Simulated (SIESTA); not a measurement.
ZnSe (Stilleite) under changes of volume

One of the cells (22.757 Å³/atom); the others are scaled copies at fixed shape and fractional positions:

```
Se Zn
1.0
     0.00000    2.83380    2.83380
     2.83380    0.00000    2.83380
     2.83380    2.83380    0.00000
Se Zn
1 1
Direct
  0.75000 0.75000 0.75000
  0.00000 0.00000 0.00000
```

- Program: SIESTA 5.4.2
- Functional: PBE
- Potentials or basis: PseudoDojo 0.4 standard (PBE files)
- Basis: TZDP (energy shift 0.01 Ry)
- Grid cutoff: 800 Ry
- Energy shift: 0.01 Ry
- k mesh: 8 × 8 × 8
- Occupations: fermi-dirac, width 0.05 eV
- Spin: no spin polarisation

```tsv
volume (Å³/atom)	energy over the lowest point (meV/atom)	pressure (GPa)	gap on the mesh (eV)
21.391	?	?	?
21.846	17.93	4.9	1.72
22.301	6.77	3.0	1.64
22.757	1.01	1.1	1.56
23.212	0.00	-0.3	1.48
23.667	2.59	-1.5	1.41
24.122	8.72	-2.8	1.34
```

Problem. What does the run at 21.391 Å³/atom give?

Solution. Energy over the lowest point 34.55 meV/atom; pressure 6.9 GPa; gap on the mesh 1.81 eV.

Worked out: A Birch-Murnaghan fit of order 3 (a polynomial in V^(-2/3)) to the other rows has its minimum at 23.11 Å³/atom with B0 = V·E''(V) = 72 GPa (rough, since the energies scatter). It gives 35.41 meV/atom at 21.391 Å³/atom, against the run's 34.55, and -dE/dV = 7.4 GPa, against 6.9. A straight line through the other rows of the gap, of slope -3.85 eV per unit of ln V (its deformation potential), extrapolates to 1.80 eV, against the run's 1.81.

Energies are extrapolated to zero smearing.

Caveats: semicore shells carry a single zeta, which can move pressures by several GPa and volumes by a few percent; the valence orbitals were made in a potential fitted to the semicore shell under them, which widens gaps by tenths of an eV or more; the basis of atomic orbitals isn't converged, which shifts pressures, moduli and gaps.

A mesh can miss the band edges. Spin-orbit coupling on Se is left out.
